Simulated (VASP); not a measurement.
A run of VASP 6.6.1 is set up as follows.

Contents of INCAR:

```
SYSTEM = C
PREC = Accurate
ENCUT = 520
EDIFF = 1E-7
ISMEAR = 0
SIGMA = 0.05
LREAL = .FALSE.
LASPH = .TRUE.
NELM = 80
ALGO = Fast
ISIF = 2
LWAVE = .FALSE.
LCHARG = .TRUE.
LDIPOL = .TRUE.
IDIPOL = 3
DIPOL = 0.5 0.5 0.500
GGA = PS
LVHAR = .TRUE.
LVACPOTAV = .TRUE.
KPAR = 8
```

The input KPOINTS:

```
regular mesh
0
G
  12 12 1
  0 0 0
```

Contents of POSCAR:

```
C                                       
1.0
    2.5220660410      0.0000000000      0.0000000000
   -2.5220660410      3.5667400000      0.0000000000
    0.0000000000      0.0000000000     19.7830990610
  C             
     8
Direct
     0.9692815206151433    0.4692815206151431    0.4138833281499490
     0.2807184793848568    0.2807184793848568    0.4138833281499490
     0.9879381210391452    0.9879381210391452    0.4649926662110305
     0.2620618789608548    0.7620618789608548    0.4649926662110305
     0.9879381210391452    0.4879381210391452    0.5350073337889697
     0.2620618789608548    0.2620618789608548    0.5350073337889697
     0.9692815206151433    0.9692815206151433    0.5861166718500512
     0.2807184793848569    0.7807184793848568    0.5861166718500512
```

Potentials or basis: VASP PAW PBE potentials, release 64 (C).

The run is started by

```bash
$ cat potpaw_PBE.64/C/POTCAR > POTCAR
$ mpirun -np 8 vasp_std > vasp.out
```

(1) What does it give for the work function of the upper face?

(2) Estimate the work function of the lower face.

(3) Predict the largest force.

(4) Predict the band gap on the k mesh.

Results:

(1) 5.05 eV.

(2) 5.05 eV.

(3) 0.013 eV/Å.

(4) none (metal or under the smearing width).

Caveat: the PAW data sets were made with another functional, which shifts forces and pressure a little.
